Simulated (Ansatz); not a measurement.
# Ga: what symmetry allows forces and stress to be

```
CELL_PARAMETERS angstrom
2.80287 0.00000 0.11114
0.00000 3.26353 0.00000
-1.19564 0.00000 3.94547
ATOMIC_POSITIONS crystal
Ga 0.90299 0.25000 0.26452
Ga 0.09701 0.75000 0.73548
```

Level of theory: DFT PBE, scalar-relativistic, plane waves, PAW (Ansatz).

Cutoff 420 eV; k points 16×12×10 on the computed 2-atom cell (Γ-centred); Gaussian smearing, width 0.10 eV; no spin polarisation.

This distorted cell has space group P2_1/m, with 4 operations.

**Question.** Without a calculation: in which directions can each atom feel a force?

**Answer.** A force must be left unchanged by every operation that keeps its atom in place, so it lies in the space that those operations leave fixed. Atoms that the group maps onto each other feel forces of one size.
```csv
atom,site symmetry,operations at the site,equivalent to atom,allowed force (Cartesian)
Ga1,m,2,1,"in the plane normal to (0.00, 1.00, 0.00)"
Ga2,m,2,1,"in the plane normal to (0.00, 1.00, 0.00)"
```

That leaves 2 independent force components of 6. A relaxation in this cell that keeps the symmetry moves the atoms in these directions alone.

**Question.** And the stress tensor?

**Answer.** It must be invariant under the point group, which leaves 4 independent components: yz, xy vanish.

**Question.** Do the computed values obey this?

**Answer.** Yes. Forces (eV/Å):
```
Ga1  0.060  0.000 -1.410
Ga2 -0.060  0.000  1.410
```

Stress (GPa, compression positive, xx yy zz yz xz xy): -0.58 7.65 8.62 0.00 -1.45 0.00. The program imposes the same operations on density, forces and stress, so this confirms the analysis and is no independent test of the calculation.

This form isn't the element's structure at ambient conditions.